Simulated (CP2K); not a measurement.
Runs of CP2K 2026.2 on Ag. The structure is cubic, space group Fm-3m (No. 225). Conventional cell: a = 4.085 Å, b = 4.085 Å, c = 4.085 Å, α = 90.00°, β = 90.00°, γ = 90.00°. Ag (site symmetry m-3m) has 12 Ag at 2.89 Å as nearest neighbours. 

```tsv
level	potentials or basis	smearing	EPS_DEFAULT	NGRIDS	basis sets	potentials	points a segment of the path (NPOINTS)	gap on the mesh (eV)	pressure (GPa)
LDA	GTH_POTENTIALS Ag GTH-PADE-q11; TZVP-MOLOPT-PBE-GTH basis	fermi-dirac 0.05 eV	1.0E-9	4	Ag TZVP-MOLOPT-PBE-GTH-q11	Ag GTH-PADE-q11 of GTH_POTENTIALS	8	none	(a)
PBEsol	POTENTIAL_UZH Ag GTH-PBE-q11; TZVP-MOLOPT-PBE-GTH basis	fermi-dirac 0.01 eV	1.0E-9	5	Ag TZVP-MOLOPT-PBE-GTH-q11	Ag GTH-PBE-q11 of POTENTIAL_UZH	10	none	-2.5
TB-mBJ	POTENTIAL_UZH Ag GTH-PBE-q11; TZVP-MOLOPT-PBE-GTH basis	fermi-dirac 0.1 eV	1.0E-10	4	Ag TZVP-MOLOPT-PBE-GTH-q11	Ag GTH-PBE-q11 of POTENTIAL_UZH	8	none	-
r2SCAN	POTENTIAL_UZH Ag GTH-SCAN-q11; TZVP-MOLOPT-SCAN-GTH basis	fermi-dirac 0.01 eV	1.0E-9	4	Ag TZVP-MOLOPT-SCAN-GTH-q11	Ag GTH-SCAN-q11 of POTENTIAL_UZH	8	none	1.6
```

Alike in all rows: task band structure; no spin polarisation; cell as given; k mesh 11 × 11 × 11.

Fill in the values left out.

(a) -7.6.

Caveats: the basis of atomic orbitals isn't converged, which shifts pressures, moduli and gaps; the potentials were made for another functional, which shifts forces and pressure (some runs); this is a model potential without an energy functional, so only levels have meaning (some runs).

A k mesh can miss the band edges, and the runs leave out spin-orbit coupling on Ag.

A gap of «none» marks a metal or a gap under the smearing width.

Runs at the PBE level aren't shown here.
